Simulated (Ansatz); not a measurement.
```yaml
crystal:
  lattice:
    - [3.0557770295, 0.0, 0.0]
    - [-1.5278885148, 2.6463805359, 0.0]
    - [0.0, 0.0, 2.982286985]
  atoms:
    - { symbol: Hf, position: [0.0, 0.0, 0.0] }
    - { symbol: C, position: [0.6666666667, 0.3333333333, 0.5] }
basis:
  ecutwfc: 420
  ecutrho_ratio: 4
kpoints:
  mp_grid: { grid: [8, 8, 6] }
hamiltonian:
  xc: pbe
scf:
  occupations: { method: gaussian, width: 0.05 }
output:
  forces: true
  stress: true
  eigenvalues: true
relax:
  f_tol: 0.03
  max_steps: 60
  cell: { stress_tol: 0.3 }
```

Task: What does this Ansatz input ask for?

Result: It asks for a full relaxation of cell and atoms of HfC with PBE (scalar-relativistic), a cutoff of 420 eV (density cutoff 4 times that), a Γ-centred 8×8×6 mesh and Gaussian smearing of 0.05 eV, without spin polarisation. Stop at forces under 0.03 eV/Å and stress under 0.3 GPa, or after 60 steps. Forces, stress and eigenvalues are wanted.

Task: How large is the problem?

Result: 30 valence electrons, 525 plane waves at Γ (in the final cell), 12 symmetry operations and 40 irreducible k-points; it took 43 SCF iterations in all.

Launched as:
```sh
ansatz run input.yaml --threads 2 --pin off --max-ram 2662MiB --backend cpu --events-out ev --progress --plain --runs-dir out
```

Task: About how long does the run take on 2 threads of Arm Neoverse V2, on a shared host, and how much memory does it need?

Result: About 7.1 s, with a peak of 0.32 GiB.

The cell came from substitution into a structure type; no database entry of this phase was matched, which doesn't show that none exists.
